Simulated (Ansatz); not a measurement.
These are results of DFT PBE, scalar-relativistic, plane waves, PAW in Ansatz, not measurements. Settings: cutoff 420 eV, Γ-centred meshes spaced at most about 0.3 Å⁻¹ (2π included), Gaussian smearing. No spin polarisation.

These are static total energies at zero pressure.

Compare these two cells of HfSi3O8, each relaxed at this level.

A.

```yaml
crystal:
  lattice:
    - [5.46848, 0.00000, 0.00000]
    - [-2.73424, 4.73584, 0.00000]
    - [0.00000, 0.00000, 9.31487]
  atoms:
    - { symbol: Hf, position: [0.00000, 0.00000, 0.92705] }
    - { symbol: Si, position: [0.66667, 0.33333, 0.43556] }
    - { symbol: Si, position: [0.66667, 0.33333, 0.08871] }
    - { symbol: Si, position: [0.00000, 0.00000, 0.54068] }
    - { symbol: O, position: [0.35374, 0.17687, 0.02272] }
    - { symbol: O, position: [0.83317, 0.66634, 0.48767] }
    - { symbol: O, position: [0.83317, 0.16683, 0.48767] }
    - { symbol: O, position: [0.82313, 0.17687, 0.02272] }
    - { symbol: O, position: [0.00000, 0.00000, 0.71508] }
    - { symbol: O, position: [0.66667, 0.33333, 0.26173] }
    - { symbol: O, position: [0.33366, 0.16683, 0.48767] }
    - { symbol: O, position: [0.82313, 0.64626, 0.02272] }
```

B.

```yaml
crystal:
  lattice:
    - [3.76530, -3.83435, 0.00000]
    - [3.76530, 3.83435, 0.00000]
    - [-0.00611, 0.00000, 7.59224]
  atoms:
    - { symbol: Hf, position: [0.98008, 0.01991, 0.00000] }
    - { symbol: Si, position: [0.02348, 0.52403, 0.26873] }
    - { symbol: Si, position: [0.47597, 0.97652, 0.73127] }
    - { symbol: Si, position: [0.52262, 0.47738, 0.50000] }
    - { symbol: O, position: [0.03767, 0.81303, 0.20631] }
    - { symbol: O, position: [0.53688, 0.23941, 0.63157] }
    - { symbol: O, position: [0.03087, 0.35537, 0.08984] }
    - { symbol: O, position: [0.54122, 0.74003, 0.60632] }
    - { symbol: O, position: [0.64463, 0.96913, 0.91016] }
    - { symbol: O, position: [0.25997, 0.45878, 0.39368] }
    - { symbol: O, position: [0.18697, 0.96233, 0.79369] }
    - { symbol: O, position: [0.76059, 0.46312, 0.36844] }
```

Question: Which form is favoured at zero pressure, and by what margin per atom?

Answer: B is lower, by 36 meV/atom. A has space group P3m1 (No. 156), 20.1 Å³/atom and a gap of 4.49 eV on its mesh; B has space group C2 (No. 5), 18.3 Å³/atom and a gap of 5.11 eV. Counting O atoms around Hf and Si (those within 1.25 times the shortest such distance or 1.15 times the sum of covalent radii, 1.27 where that leaves under three), A and B both have Hf 4, Si 4. The denser one is the lower, and pressure would at first widen the difference. Origin: A, invented; B, invented, then shaken at random and relaxed again. Shaken at random and relaxed again, A falls into a cell with space group P1 (No. 1), 37 meV/atom lower and the lowest form computed, so it is a saddle point or a shallow minimum. Checks on B: no imaginary mode at Γ (other wave vectors untested).

These runs have no spin–orbit coupling, which can matter for Hf. Kohn–Sham gaps at this level usually fall short of measured ones. Cells without such a test can be saddle points. Some types were kept out of the candidates beforehand, so the set may lack a known form.
